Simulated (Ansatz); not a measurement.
# GaN (P6_3mc) in Ansatz: reference runs, part 2 of 2

Ansatz 0.2.0.

**4. Single point, PBE, 10.63 Å³/atom (volume scaled by 0.94)**

File input.yaml:

```yaml
crystal:
  lattice:
    - [3.1150838257, 0.0, 0.0]
    - [-1.5575419129, 2.697741728, 0.0]
    - [0.0, 0.0, 5.0605418376]
  atoms:
    - { symbol: Ga, position: [0.6666666667, 0.3333333333, 0.5] }
    - { symbol: Ga, position: [0.3333333333, 0.6666666667, 0.0] }
    - { symbol: "N", position: [0.6666666667, 0.3333333333, 0.875] }
    - { symbol: "N", position: [0.3333333333, 0.6666666667, 0.375] }
hamiltonian:
  xc: pbe
  pseudopotentials: { kind: paw }
kpoints:
  mp_grid: { grid: [10, 10, 5] }
scf:
  occupations: { method: fermi_dirac, width: 0.05 }
output:
  forces: true
  stress: true
  eigenvalues: true
```

On the command line:

```sh
> ansatz run input.yaml --threads 2 --pin off --max-ram 5120MiB --backend cpu --events-out ev --progress --plain --runs-dir out
```

Run time: 1.6 s. Hardware: 2 threads of Arm Neoverse V2, shared host; peak memory 0.33 GiB.

It converged, with:

```yaml
Free_energy: -8335.5573 eV
Pressure: 21.7 GPa
Largest_force: 0.155 eV/Å
Band_gap_on_the_k_mesh: 2.38 eV, direct
```

Caveat: odd divisions of the mesh miss points on the zone boundary, where band edges often lie, so the gap on the mesh can be too wide; the pressure holds a Pulay correction of +0.6 GPa for the finite cutoff.

**5. Single point, PBE, 10.86 Å³/atom (volume scaled by 0.96)**

Edit input.yaml of step 4 so:

```diff
@@ -2,5 +2,5 @@
   lattice:
-    - [3.1150838257, 0.0, 0.0]
-    - [-1.5575419129, 2.697741728, 0.0]
-    - [0.0, 0.0, 5.0605418376]
+    - [3.1370217585, 0.0, 0.0]
+    - [-1.5685108793, 2.7167405351, 0.0]
+    - [0.0, 0.0, 5.0961806304]
   atoms:
```

On the command line:

```sh
> ansatz run input.yaml --threads 2 --pin off --max-ram 5120MiB --backend cpu --events-out ev --progress --plain --runs-dir out
```

It took 1.6 s on 2 threads of Arm Neoverse V2, shared host; peak memory 0.34 GiB.

The run converged. Its results:

```
Free energy            : -8335.6644 eV
Pressure               : 16.4 GPa
Largest force          : 0.149 eV/Å
Band gap on the k mesh : 2.24 eV, direct
```

Caveat: odd divisions of the mesh miss points on the zone boundary, where band edges often lie, so the gap on the mesh can be too wide; the pressure holds a Pulay correction of +0.5 GPa for the finite cutoff.

**6. Single point, PBE, 11.08 Å³/atom (volume scaled by 0.98)**

Edit input.yaml of step 5 so:

```diff
@@ -2,5 +2,5 @@
   lattice:
-    - [3.1370217585, 0.0, 0.0]
-    - [-1.5685108793, 2.7167405351, 0.0]
-    - [0.0, 0.0, 5.0961806304]
+    - [3.158657075, 0.0, 0.0]
+    - [-1.5793285375, 2.7354772688, 0.0]
+    - [0.0, 0.0, 5.1313278144]
   atoms:
@@ -21 +21,5 @@
   eigenvalues: true
+  write_density: true
+  write_potential: true
+  elf: true
+  volumetric_format: npy
```

Potentials or basis: Ansatz PAW.

On the command line:

```sh
> ansatz run input.yaml --threads 2 --pin off --max-ram 5120MiB --backend cpu --events-out ev --progress --plain --runs-dir out
```

Run time: 2.2 s. Hardware: 2 threads of Arm Neoverse V2, shared host; peak memory 0.34 GiB.

Results (log left out):

```
Free energy            : -8335.7431 eV
Pressure               : 11.6 GPa
Largest force          : 0.143 eV/Å
Band gap on the k mesh : 2.10 eV, direct
```

Caveat: odd divisions of the mesh miss points on the zone boundary, where band edges often lie, so the gap on the mesh can be too wide; the pressure holds a Pulay correction of +0.5 GPa for the finite cutoff.

**7. Single point, PBE, 11.31 Å³/atom**

Edit input.yaml of step 6 so:

```diff
@@ -2,5 +2,5 @@
   lattice:
-    - [3.158657075, 0.0, 0.0]
-    - [-1.5793285375, 2.7354772688, 0.0]
-    - [0.0, 0.0, 5.1313278144]
+    - [3.18, 0.0, 0.0]
+    - [-1.59, 2.753960784, 0.0]
+    - [0.0, 0.0, 5.166]
   atoms:
```

On the command line:

```sh
> ansatz run input.yaml --threads 2 --pin off --max-ram 5120MiB --backend cpu --events-out ev --progress --plain --runs-dir out
```

Run time: 2.2 s. Hardware: 2 threads of Arm Neoverse V2, shared host; peak memory 0.35 GiB.

It converged, with:

* Free energy: -8335.7963 eV
* Pressure: 7.3 GPa
* Largest force: 0.137 eV/Å
* Band gap on the k mesh: 1.96 eV, direct

Caveat: odd divisions of the mesh miss points on the zone boundary, where band edges often lie, so the gap on the mesh can be too wide; the pressure holds a Pulay correction of +0.5 GPa for the finite cutoff.

**8. Single point, PBE, 11.54 Å³/atom (volume scaled by 1.02)**

Edit input.yaml of step 7 so:

```diff
@@ -2,5 +2,5 @@
   lattice:
-    - [3.18, 0.0, 0.0]
-    - [-1.59, 2.753960784, 0.0]
-    - [0.0, 0.0, 5.166]
+    - [3.2010602164, 0.0, 0.0]
+    - [-1.6005301082, 2.7721994664, 0.0]
+    - [0.0, 0.0, 5.2002129176]
   atoms:
@@ -21,5 +21 @@
   eigenvalues: true
-  write_density: true
-  write_potential: true
-  elf: true
-  volumetric_format: npy
```

Potentials or basis: Ansatz PAW.

On the command line:

```sh
> ansatz run input.yaml --threads 2 --pin off --max-ram 5120MiB --backend cpu --events-out ev --progress --plain --runs-dir out
```

The log of the run:

```text
Warning: RAYON_NUM_THREADS=2 ignored (pool sized by the plan → 2); use --threads N
Engine: ansatz 0.2.0, aarch64-unknown-linux-gnu
Pseudopotentials: kind: paw
Pseudopotential: Ga, paw, valence charge 13, recommended cutoff 420 eV (normal), Ga.paw.azcp
Pseudopotential: N, paw, valence charge 5, recommended cutoff 420 eV (normal), N.paw.azcp
Functional definition: PBE
  parameter kappa = 0.804
  parameter beta = 0.06672455060314922
  exchange = pbe_x(kappa = kappa, mu = beta*pi^2/3)
  correlation = pbe_c(beta = beta)
Crystal: 4 atoms, lattice volume = 46.147 Å³
Basis set: ecut = 420 eV, 917 PW (Γ), exchange–correlation on 48×48×72 points (8 copies of the dense FFT grid, shifted against one another)
[... 43 lines left out ...]
--- Forces (eV/Å), atoms counted from 1 ---
  atom   1  Ga     0.00000000     0.00000000    -0.13142099
  atom   2  Ga    -0.00000000    -0.00000000    -0.13142099
  atom   3  N     -0.00000000     0.00000000     0.13140960
  atom   4  N      0.00000000    -0.00000000     0.13140960
  max |Σ_I F_I| component: 2.28e-5 eV/Å
--- Stress (GPa, compression-positive) ---
        2.762905       0.000000       0.000000
       -0.000000       2.762905       0.000000
        0.000000      -0.000000       4.748412
  P = ⅓ Tr σ = 3.4247 GPa (34.247 kbar)
--- Band table (eV; the first three rows and the last of 42) ---
  k-point 0: bands = ["-6.3474", "-5.4764", "-3.9367", "-3.9164", "-3.9164", "-3.8563", "-3.8563", "-3.6765", "-3.6765", "-3.5802", "-3.5802", "-2.3170", "2.5367", "8.5132", "8.5132", "9.4916", "9.5510", "9.5510", "11.3830", "13.7253", "18.6899", "19.3662"]
  k-point 1: bands = ["-6.2348", "-5.5173", "-3.9143", "-3.9143", "-3.9017", "-3.8654", "-3.8654", "-3.6639", "-3.6639", "-3.5864", "-3.5864", "-2.6954", "3.2302", "8.4151", "8.6075", "8.6075", "9.4472", "9.4472", "12.2767", "13.7999", "18.4253", "19.4045"]
  k-point 2: bands = ["-5.9552", "-5.6719", "-3.9047", "-3.9047", "-3.8858", "-3.8858", "-3.7434", "-3.6349", "-3.6349", "-3.6054", "-3.6054", "-3.3343", "4.7992", "6.6405", "8.8602", "8.8602", "9.1805", "9.1805", "13.3835", "13.8555", "17.9958", "18.2486"]
  k-point 41: bands = ["-5.3388", "-5.3233", "-3.8283", "-3.8077", "-3.7950", "-3.7473", "-3.6655", "-3.6628", "-3.6286", "-3.6200", "-2.0063", "-1.8879", "3.4290", "3.5544", "5.2417", "5.9695", "7.7792", "8.0707", "15.7895", "15.7950", "16.8054", "17.3303"]
```

Wall time 1.7 s (2 threads of Arm Neoverse V2, shared host); peak memory 0.34 GiB.

Results:

| Item | Value |
| --- | --- |
| Free energy | -8335.8264 eV |
| Pressure | 3.4 GPa |
| Largest force | 0.131 eV/Å |
| Band gap on the k mesh | 1.83 eV, direct |

Caveat: odd divisions of the mesh miss points on the zone boundary, where band edges often lie, so the gap on the mesh can be too wide; the pressure holds a Pulay correction of +0.5 GPa for the finite cutoff.

**9. Single point, PBE, 11.76 Å³/atom (volume scaled by 1.04)**

Edit input.yaml of step 8 so:

```diff
@@ -2,5 +2,5 @@
   lattice:
-    - [3.2010602164, 0.0, 0.0]
-    - [-1.6005301082, 2.7721994664, 0.0]
-    - [0.0, 0.0, 5.2002129176]
+    - [3.2218469041, 0.0, 0.0]
+    - [-1.6109234521, 2.7902012661, 0.0]
+    - [0.0, 0.0, 5.2339814801]
   atoms:
@@ -21 +21,5 @@
   eigenvalues: true
+  write_density: true
+  write_potential: true
+  elf: true
+  volumetric_format: npy
```

Potentials or basis: Ansatz PAW.

On the command line:

```sh
> ansatz run input.yaml --threads 2 --pin off --max-ram 5120MiB --backend cpu --events-out ev --progress --plain --runs-dir out
```

Run time: 2.4 s. Hardware: 2 threads of Arm Neoverse V2, shared host; peak memory 0.35 GiB.

The run converged. Its results:

| Property | Result |
| --- | --- |
| Free energy | -8335.8357 eV |
| Pressure | -0.1 GPa |
| Largest force | 0.126 eV/Å |
| Band gap on the k mesh | 1.70 eV, direct |

Caveat: odd divisions of the mesh miss points on the zone boundary, where band edges often lie, so the gap on the mesh can be too wide; the pressure holds a Pulay correction of +0.5 GPa for the finite cutoff.

**10. Single point, PBE, 11.99 Å³/atom (volume scaled by 1.06)**

Edit input.yaml of step 9 so:

```diff
@@ -2,5 +2,5 @@
   lattice:
-    - [3.2218469041, 0.0, 0.0]
-    - [-1.6109234521, 2.7902012661, 0.0]
-    - [0.0, 0.0, 5.2339814801]
+    - [3.2423687753, 0.0, 0.0]
+    - [-1.6211843877, 2.8079737278, 0.0]
+    - [0.0, 0.0, 5.2673198406]
   atoms:
```

On the command line:

```sh
> ansatz run input.yaml --threads 2 --pin off --max-ram 5120MiB --backend cpu --events-out ev --progress --plain --runs-dir out
```

Run time: 2.4 s. Hardware: 2 threads of Arm Neoverse V2, shared host; peak memory 0.35 GiB.

Results (log left out):

| Quantity | Value |
| --- | --- |
| Free energy | -8335.8264 eV |
| Pressure | -3.2 GPa |
| Largest force | 0.121 eV/Å |
| Band gap on the k mesh | 1.58 eV, direct |

Caveat: odd divisions of the mesh miss points on the zone boundary, where band edges often lie, so the gap on the mesh can be too wide; the pressure holds a Pulay correction of +0.5 GPa for the finite cutoff.

**11. Equation of state, PBE**

Potentials or basis: Ansatz PAW.

No new run: the results of the series are fitted here.

What came out:

| Property | Result |
| --- | --- |
| Equilibrium volume | 11.76 Å³/atom |
| Bulk modulus at fixed shape and positions | 172 GPa |
| Pressure derivative of the bulk modulus | 4.4 |

Energy against volume, from the lowest point:
```
volume (Å³/atom)  energy (meV/atom)
          10.632              69.60
          10.858              42.81
          11.084              23.15
          11.310               9.84
          11.537               2.33
          11.763               0.00
          11.989               2.33
```

Caveat: the cell was scaled at fixed shape and fractional positions, which overstates the stiffness of a crystal with free parameters, most of all of layers and chains.

**12. Summary**

```tsv
task	cell	gap on the mesh (eV)	pressure (GPa)	largest force (eV/Å)
single point	as given	1.96	7.3	0.14
single point	atoms moved at random, drawn with an rms of 0.05 Å	1.85	7.8	1.53
equation of state	as given	-	-	-
```

Alike in all rows: level PBE; potentials or basis Ansatz PAW; no spin polarisation; k mesh 10 × 10 × 5; cutoff (eV) 420; smearing fermi-dirac 0.05 eV.

Caveats: odd divisions of the mesh miss points on the zone boundary, where band edges often lie, so the gap on the mesh can be too wide (some runs); the cell was scaled at fixed shape and fractional positions, which overstates the stiffness of a crystal with free parameters, most of all of layers and chains (some runs).

Total energies depend on the potentials used, so only differences within one code and one set of settings carry meaning.

**13. Against experiment**

Step 2. Measured gap of GaN: 3.503 eV (direct; quoted in “Studying electronic properties in GaN without electrical contacts using γ-γ vs e−-γ Perturbed Angular Correlations”, 2019, pmc:6823545). This calculation gives 1.96 eV (-1.54 eV). Spin-orbit coupling on Ga is left out. The value is that of PBE, without temperature or zero-point motion. Semilocal functionals fall short of measured gaps as a rule.
